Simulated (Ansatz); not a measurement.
An Ansatz input:

```yaml
crystal:
  lattice:
    - [0.0, 2.4225044139, 2.4225044139]
    - [2.4225044139, 0.0, 2.4225044139]
    - [2.4225044139, 2.4225044139, 0.0]
  atoms:
    - { symbol: Tl, position: [0.0, 0.0, 0.0] }
hamiltonian:
  xc: pbesol
  pseudopotentials:
    kind: paw
    azcp:
      Tl: "pseudopotentials/Tl.paw.azcp"
basis:
  ecutwfc: 420
  fft_grid_basis: typed
kpoints:
  mp_grid: { grid: [13, 13, 13], shift: [0, 0, 0] }
magnetization:
  spin_polarized: false
scf:
  occupations: { method: fermi_dirac, width: 0.1 }
  lower_state_search: "off"
output:
  stress: true
  write_density: true
  write_potential: true
  elf: true
  volumetric_format: npy
```

Terminal output

```
Warning: the record states the generating functional pbe (its physics header spells it `PBE`), which answers neither for hamiltonian.xc's functional nor for the pbesol family's — results may be inconsistent (PPs are generated against a specific XC)
Engine: ansatz 0.2.0, x86_64-unknown-linux-gnu
Pseudopotentials: kind: paw
Pseudopotential: Tl, paw, valence charge 13, recommended cutoff 420 eV (normal) 
Functional definition: PBEsol
  exchange = pbesol_x
  correlation = pbesol_c
Crystal: 1 atoms, lattice volume = 28.433 Å³
Basis set: ecut = 420 eV, 537 PW (Γ)
Bands: 11, of which v1, the nominal top of the filled ones, is band 7 counted from 1 (6 counted from 0)
Symmetry: 48 space group operations
Space group: Fm-3m (ITA 225), of the structure as read, at distance tolerance 3.1e-5 Å
k-points: 84 of 2197
Non-local potential: Tl, projectors of the file, l = 0: 2, l = 1: 2, l = 2: 2, l = 3: 1
PAW form: soft (Blöchl's): semilocal exchange-correlation on the pseudo side does not see the compensation charge
PAW frozen core: Tl, regenerated for the run's functional, and the local potential with it (the file was generated under x = pbe(κ = 0.804, μ = 0.2195149727645171), c = pbe(β = 0.06672455060314922))
PAW one-centre angular grid: Tl, 590 points (default); XC on 64 Gauss nodes
Initial density: superposition of atomic densities (neutral atoms: chi_scale 0, normalization atom), corrected by the library's trained network
Initial wavefunctions: pseudopotential atomic-orbital guess
Functional: x = pbesol(κ = 0.804, μ = 0.12345679012345678), c = pbesol(β = 0.046)
SCF iter   1: F=—  HF=-11295.672529 eV  |F-HF|=—  |Δ(HF+E_count)|=         —  Δρ=2.52e-3  dr2=2.09e-3  ethr=1.77e-3  ⟨swp⟩=5.3  Hψ=5835  notcnv=0
SCF iter   2: F=—  HF=-11295.671157 eV  |F-HF|=—  |Δ(HF+E_count)|=   1.37e-3  Δρ=1.20e-3  dr2=5.78e-4  ethr=1.61e-5  ⟨swp⟩=2.4  Hψ=2108  notcnv=0
SCF iter   3: F=—  HF=-11295.670947 eV  |F-HF|=—  |Δ(HF+E_count)|=   2.10e-4  Δρ=2.72e-4  dr2=1.68e-5  ethr=4.44e-6  ⟨swp⟩=2.0  Hψ=1407  notcnv=0
SCF iter   4: F=—  HF=-11295.670942 eV  |F-HF|=—  |Δ(HF+E_count)|=   5.59e-6  Δρ=6.81e-5  dr2=8.87e-7  ethr=1.29e-7  ⟨swp⟩=2.0  Hψ=1413  notcnv=0
iter 5 did not close the SCF: its close was put off for the readings that it lacked (scf_convergence_deferred on its scf_iter line)
SCF iter   5: F=-11295.670942 eV  HF=-11295.670942 eV  |F-HF|=3.28e-8  |Δ(HF+E_count)|=   2.45e-7  Δρ=1.81e-5  dr2=8.15e-8  ethr=6.83e-9  ⟨swp⟩=1.0  Hψ=902  notcnv=0
SCF iter   6: F=-11295.670942 eV  HF=-11295.670942 eV  |F-HF|=2.02e-10  |Δ(HF+E_count)|=   1.37e-8  Δρ=1.17e-6  dr2=4.29e-10  ethr=6.27e-10  ⟨swp⟩=5.9  Hψ=5178  notcnv=0
SCF 1 converged in 6 iterations: F = -11295.670942 eV  dr2 = 4.29e-10
SCF converged after 6 iterations
Free energy (F): -11295.670942 eV
Harris-Foulkes:  -11295.670942 eV  (|F-HF|=2.02e-10)
Internal energy: -11295.653798 eV  (E = F + TS)
E sigma→0 (E₀):  -11295.662370 eV
Entropy (-TS):   -0.017144 eV (-17.144 meV/atom)
Fermi energy:    10.249242 eV
--- Per-component energies (eV) ---
  E_band       = 7.148775
  E_kinetic    = 333.705029
  E_local      = -871.754767  (includes V_loc(G=0)·N_el)
  E_nonlocal   = 319.124300
  E_hartree    = 321.042742
  E_xc         = -228.875892
  E_vxc        = -142.340711  (∫ρ·V_xc dr)
  E_paw        = -10017.496428  (= ΣΔE_a)
  E_vpaw       = -273.671089  (= ΣTr[D̂ρ^β])
  E_aug_tail   = 0.000034  (compensation charges beyond the density's cutoff)
  E_ewald      = -1151.437081
  E_core_change = 0.038265  (= ΣΔE_core)
  E_smearing   = -0.017144  (= −TS)
  E_closure    = -0.000000  (closes the sum)
  Σ components = -11295.670942   (vs F -11295.670942, Δ=0.00e0)
--- Stress (GPa, compression-positive) ---
       -0.046472       0.000000      -0.000000
        0.000000      -0.046472      -0.000000
       -0.000000      -0.000000      -0.046472
  P = ⅓ Tr σ = -0.0465 GPa (-0.465 kbar)
--- Band table (eV; the first three rows and the last of 84) ---
  k-point 0: bands = ["-1.2524", "-1.2524", "-1.2524", "-0.9685", "-0.9685", "0.2066", "20.6338", "20.6338", "20.6338", "21.2233", "24.6841"]
  k-point 1: bands = ["-1.2578", "-1.2362", "-1.2362", "-0.9710", "-0.9710", "0.3347", "19.1363", "20.4941", "20.4941", "21.1791", "24.9757"]
  k-point 2: bands = ["-1.2814", "-1.2014", "-1.2014", "-0.9670", "-0.9670", "0.7297", "16.5720", "20.1321", "20.1321", "21.1533", "24.7008"]
  k-point 83: bands = ["-1.3123", "-1.2438", "-1.1305", "-0.9003", "-0.6609", "6.6608", "10.3496", "11.0549", "12.7215", "23.2678", "23.9997"]
```
